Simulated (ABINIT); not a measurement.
Here is an ABINIT 10.8.3 (patched build) calculation.

Contents of run.abi:

```
# Datasets: one volume each
ndtset 7
getwfk -1
scalecart1 3*0.9795861087
scalecart2 3*0.9864848297
scalecart3 3*0.9932883884
scalecart4 3*1.0000000000
scalecart5 3*1.0066227096
scalecart6 3*1.0131594038
scalecart7 3*1.0196128224

# Pseudopotentials
pp_dirpath "./"
pseudos "Pt.GGA_PBE-JTH.xml"

# Structure
acell 3*1.0 Angstrom
rprim
     0.0000000000     1.9609000000     1.9609000000
     1.9609000000     0.0000000000     1.9609000000
     1.9609000000     1.9609000000     0.0000000000
ntypat 1
znucl 78
natom 1
typat 1
xred
     0.0000000000     0.0000000000     0.0000000000

# Plane-wave basis
ecut 26.0
pawecutdg 48.0

# k points
kptopt 1
ngkpt 12 12 12
nshiftk 1
shiftk 0.0 0.0 0.0

# Exchange and correlation
ixc -116133

# Bands and occupations
nband 9
occopt 3
tsmear 0.00183747

# SCF cycle
nstep 100
tolvrs 1.0e-9

# Output
iomode 3
prtwf 1
prtden 0
prteig 0
prtebands 0
```

Potentials or basis: JTH PAW PBE v2.0.

Run with:

```console
$ abinit run.abi > log 2>&1
```

Estimate the bulk modulus.

288 GPa.

Predict the equilibrium volume.

15.12 Å³/atom.

Predict the pressure derivative of the bulk modulus.

5.4.

Energy against volume, from the lowest point:
| volume (Å³/atom) | energy (meV/atom) |
| --- | --- |
| 14.175 | 61.07 |
| 14.477 | 27.04 |
| 14.778 | 7.25 |
| 15.080 | 0.00 |
| 15.381 | 3.73 |
| 15.683 | 17.21 |
| 15.985 | 39.22 |

Caveat: pressures at fixed basis lie under the slope of the energies; the PAW data sets were made with another functional, which shifts forces and pressure a little. Spin-orbit coupling is left out, which matters for the levels of Pt.
